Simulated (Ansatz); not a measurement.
# HgTe: strain and displacement

```
CELL_PARAMETERS angstrom
0.00000 2.92150 2.92150
2.92150 0.00000 2.92150
2.92150 2.92150 0.00000
ATOMIC_POSITIONS crystal
Hg 0.00000 0.00000 0.00000
Te 0.50000 0.50000 0.50000
```

Atoms are numbered in the order listed.

The geometry is COD entry 1538296, unchecked; take it as a test cell.

Spin–orbit coupling is left out, though it moves levels of the heavy atoms by tenths of an eV or more.

The calculation used DFT, PBEsol, all-electron PAW with datasets made for the crystal, scalar-relativistic in Ansatz 0.2.0.

The runs use a Γ-centred 12×12×12 k mesh, Fermi–Dirac smearing of 0.08 eV, cutoff 260 eV (chosen by the program for this cell), no spin polarisation.

The unchanged cell is at 6.07 GPa.

In a metal, stresses and small energies carry noise from the k mesh.

x, y and z are the Cartesian axes of the cell as listed; fractional coordinates follow a strain, and an engineering shear is twice the off-diagonal strain component.

Q: One change gave: energy change +2 meV/atom; stress change (xx, yy, zz, yz, xz, xy) 0.01, 0.01, 0.01, -0.30, -0.30, -0.30 GPa, compression positive. Which change was it?
A. equal xy, yz and zx engineering shear strains of -2 %
B. equal xy, yz and zx engineering shear strains of +2 %
C. equal xy, yz and zx engineering shear strains of +1 %
D. equal xy, yz and zx engineering shear strains of -1 %

A: B. For equal xy, yz and zx engineering shear strains of -2 %: energy change +2 meV/atom; stress change (xx, yy, zz, yz, xz, xy) 0.01, 0.01, 0.01, 0.29, 0.29, 0.29 GPa, compression positive. For equal xy, yz and zx engineering shear strains of -1 %: energy change under 1 meV/atom; stress change (xx, yy, zz, yz, xz, xy) 0.00, 0.00, 0.00, 0.14, 0.14, 0.14 GPa, compression positive. For equal xy, yz and zx engineering shear strains of +1 %: energy change under 1 meV/atom; stress change (xx, yy, zz, yz, xz, xy) 0.00, 0.00, 0.00, -0.15, -0.15, -0.15 GPa, compression positive.
